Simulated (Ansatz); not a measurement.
Input and command of a plane-wave DFT calculation in Ansatz:

```yaml
crystal:
  lattice:
    - [3.8330525705, -3.6646e-06, -0.006975554]
    - [-1.9165294588, 3.3195263969, 0.0]
    - [1.9110769514, 1.1033607924, 3.0191771114]
  atoms:
    - { symbol: Co, position: [0.0, 0.0, 0.0] }
    - { symbol: Si, position: [0.4925864892, 0.7462932446, 0.759088446] }
    - { symbol: Si, position: [0.5074135108, 0.2537067554, 0.240911554] }
basis:
  ecutwfc: 420
kpoints:
  mp_grid: { grid: [9, 9, 12] }
hamiltonian:
  xc: pbesol
scf:
  occupations: { method: gaussian, width: 0.1 }
output:
  forces: true
  stress: true
  eigenvalues: true
```

```bash
ansatz run input.yaml --threads 2 --pin off --max-ram 5120MiB --backend cpu --events-out ev --progress --plain --runs-dir out
```

Processor: Arm Neoverse V1, 2 threads, on a host shared with other jobs.

Question: Estimate time, memory and problem size.

Answer: About 5.6 s on 2 threads of Arm Neoverse V1, with other jobs on the host, peak memory 0.43 GiB. It solves 17 bands at 275 k points (the mesh reduced by the symmetry that the task leaves, which can be less than the crystal's) with about 737 plane waves, in 7 SCF iterations.
